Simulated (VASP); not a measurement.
A run of VASP 6.6.1 is set up as follows.

INCAR

```
SYSTEM = MoP
PREC = Accurate
ENCUT = 600
EDIFF = 1E-7
ISMEAR = -1
SIGMA = 0.05
LREAL = .FALSE.
LASPH = .TRUE.
NELM = 60
ALGO = Fast
ISIF = 3
LWAVE = .FALSE.
LCHARG = .FALSE.
GGA = PS
IBRION = 2
NSW = 40
EDIFFG = -0.01
PSTRESS = 100
```

KPOINTS

```
Automatic mesh
0
G
  10 10 8
  0 0 0
```

File POSCAR:

```
MoP
1.0
    3.2230000000      0.0000000000      0.0000000000
   -1.6115000000      2.7911998764      0.0000000000
    0.0000000000      0.0000000000      3.1910000000
Mo P
1 1
Direct
    0.0000000000      0.0000000000      0.0000000000
    0.3333333333      0.6666666667      0.5000000000
```

Potentials or basis: VASP PAW PBE potentials, release 64 (Mo_sv, P).

Launch:

```console
$ cat potpaw_PBE.64/Mo_sv/POTCAR potpaw_PBE.64/P/POTCAR > POTCAR
$ mpirun -np 1 vasp_std > vasp.out
```

Question: What does it give for the band gap on the k mesh?

Answer: None (metal or under the smearing width).

Question: Estimate the space group after relaxing (to 0.05 Å).

Answer: P-6m2 (No. 187).

The path:
```tsv
step	energy change (eV)	largest force (eV/Å)	pressure (GPa)	volume (Å³)
1	0.0000	0.0000	-3.53	28.71
2	0.6728	0.0000	57.88	23.96
3	0.0225	0.0000	9.23	27.31
4	0.0260	0.0000	9.83	27.25
5	0.0278	0.0000	10.14	27.22
6	0.0296	0.0000	10.23	27.17
7	0.0293	0.0000	10.21	27.17
8	0.0255	0.0000	9.57	27.23
9	0.0280	0.0000	10.01	27.19
```

Caveat: the cell is relaxed towards a set pressure, so the enthalpy falls and the energy may rise; the PAW data sets were made with another functional, which shifts forces and pressure a little.
